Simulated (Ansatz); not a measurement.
## GaSb (rocksalt type) under strong compression

```
Ga Sb
1.0
     0.00000    2.89930    2.89930
     2.89930    0.00000    2.89930
     2.89930    2.89930    0.00000
Ga Sb
1 1
Cartesian
  0.0000 0.0000 0.0000
  2.8993 2.8993 2.8993
```

The cell comes from a relaxation on PAW files under the same functional, begun from a prototype that needn't be the stable phase.

Its volume is scaled at fixed shape and fractional positions.

All numbers are PBE results (scalar-relativistic) from Ansatz 0.2.0, with a Γ-centred 13×13×13 k mesh, Fermi–Dirac smearing of 0.08 eV, no spin polarisation. Methods: LAPW: all electrons, basis error target 1 meV/atom; PAW: frozen-core files, cutoff 420 eV; crystal datasets: all electrons, by PAW datasets that the program makes for each cell; norm-conserving: pseudopotentials, cutoff 1088 eV; PAW (core large): files with a larger core, cutoff 420 eV.

Energies are extrapolated to zero smearing and count from the unscaled cell; pressure is positive in compression; gaps take the mesh and a band path. No temperature or zero-point motion is included.

Spin–orbit coupling is left out, which matters for the heavy atoms.

| V/V0 | V (Å³/atom) | P LAPW (GPa) | ΔE LAPW (eV/atom) | P PAW − LAPW (GPa) | ΔE PAW − LAPW (meV/atom) |
| --- | --- | --- | --- | --- | --- |
| 1.00 | 24.37 | 0.02 | 0.000 | -0.02 | 0.0 |
| 0.94 | 22.91 | 3.95 | 0.017 | -0.02 | -0.1 |
| 0.88 | 21.45 | 9.59 | 0.076 | -0.02 | -0.3 |
| 0.80 | 19.50 | 21.1 | 0.257 | -0.02 | -0.5 |
| 0.72 | 17.55 | 39.9 | 0.618 | -0.02 | -0.7 |
| 0.64 | 15.60 | ? | ? | ? | ? |
| 0.55 | 13.40 | 135.8 | 2.650 | -0.05 | -1.6 |

(1) Fit the Vinet equation to the LAPW pressures shown (residuals weighted by 1/(|P| + 0.03·Pmax)), and predict the pressure of the withheld row.

(2) At the smallest volume, how far do crystal datasets and norm-conserving and PAW (core large) lie from LAPW in pressure?

(3) How do the Löwdin populations by LAPW change from the unscaled cell to the last row?

## Answers

(1) The fit gives V0 = 24.38 Å³/atom, B0 = 53.7 GPa and B0′ = 5.20. At 15.60 Å³/atom, x = (V/V0)^(1/3) = 0.8617, and P = 3·B0·(1 − x)/x²·exp[1.5·(B0′ − 1)·(1 − x)] = 71.7 GPa. The run itself gave 71.5 GPa (+0.4 % off) and ΔE = 1.279 eV/atom.

(2) crystal datasets: 0.00 GPa; norm-conserving: +0.69 GPa; PAW (core large): -0.05 GPa, on a LAPW pressure of 135.8 GPa.

(3) Ga 4s 1.37 → 1.11, Ga 4p 1.96 → 2.45, Sb 5s 1.58 → 1.28, Sb 5p 3.09 → 3.24 electrons an atom. These are projections on the shells that the free atoms fill; 0.04 e a cell lies outside them at the start and 0.07 e at the end.
